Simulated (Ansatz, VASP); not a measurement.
# AlN in VASP and in Ansatz

The input INCAR:

```
ALGO = Normal
EDIFF = 1E-6
EDIFFG = -0.002
ENCUT = 600
GGA = PE
IBRION = 2
ISIF = 3
ISMEAR = 0
LASPH = True
LCHARG = False
LREAL = False
LWAVE = False
NELM = 80
NSW = 80
PREC = Accurate
SIGMA = 0.01
```

KPOINTS

```
k-points
0
Gamma
  10 10 6
```

Contents of POSCAR:

```
AlN
1.0
    3.1120000000      0.0000000000      0.0000000000
   -1.5560000000      2.6950710566      0.0000000000
    0.0000000000      0.0000000000      4.9800000000
Al N
2 2
Direct
    0.3333333333      0.6666666667      0.0000000000
    0.6666666667      0.3333333333      0.5000000000
    0.3333333333      0.6666666667      0.3818000000
    0.6666666667      0.3333333333      0.8818000000
```

Input for Ansatz:

```yaml
crystal:
  lattice:
    - [3.112, 0.0, 0.0]
    - [-1.556, 2.6950710566, 0.0]
    - [0.0, 0.0, 4.98]
  atoms:
    - { symbol: Al, position: [0.3333333333, 0.6666666667, 0.0] }
    - { symbol: Al, position: [0.6666666667, 0.3333333333, 0.5] }
    - { symbol: "N", position: [0.3333333333, 0.6666666667, 0.3818] }
    - { symbol: "N", position: [0.6666666667, 0.3333333333, 0.8818] }
scf:
  occupations: { method: fixed }
output:
  forces: true
  stress: true
  eigenvalues: true
  write_density: true
  write_potential: true
  elf: true
  volumetric_format: npy
hamiltonian:
  xc: pbe
kpoints:
  mp_grid: { grid: [10, 10, 6] }
basis:
  ecutwfc: 600
relax:
  f_tol: 0.002
  max_steps: 60
  cell: { stress_tol: 0.01 }
```

Alike in both runs: task relaxation of cell and atoms; functional PBE; k mesh 10 × 10 × 6; no spin polarisation.

```csv
,VASP,Ansatz
version,VASP 6.6.1,Ansatz 0.2.0
potentials or method,"VASP PAW PBE potentials, release 64 (Al, N)","scalar-relativistic, plane waves, PAW"
plane-wave cutoff (eV),600,600
occupations,"gaussian, width 0.01 eV",fixed
valence electrons in the cell,16,16
```

|  | VASP | Ansatz | Ansatz less VASP |
| --- | --- | --- | --- |
| gap on the k mesh at the Fermi level, each at its own relaxed structure (eV) | 4.06 | 4.04 | -0.025 |
| relaxed volume (Å³/atom) | 10.62 | 10.64 | +0.021 |
| relaxed cell length with the largest relative difference (Å) | 3.128 | 3.130 | +0.0021 |
| energy change over the relaxation (meV/atom) | -2 | -2 | -0.5 |

A k mesh can miss the band edges. PBE gaps usually lie below the measured ones, often by a third to a half.
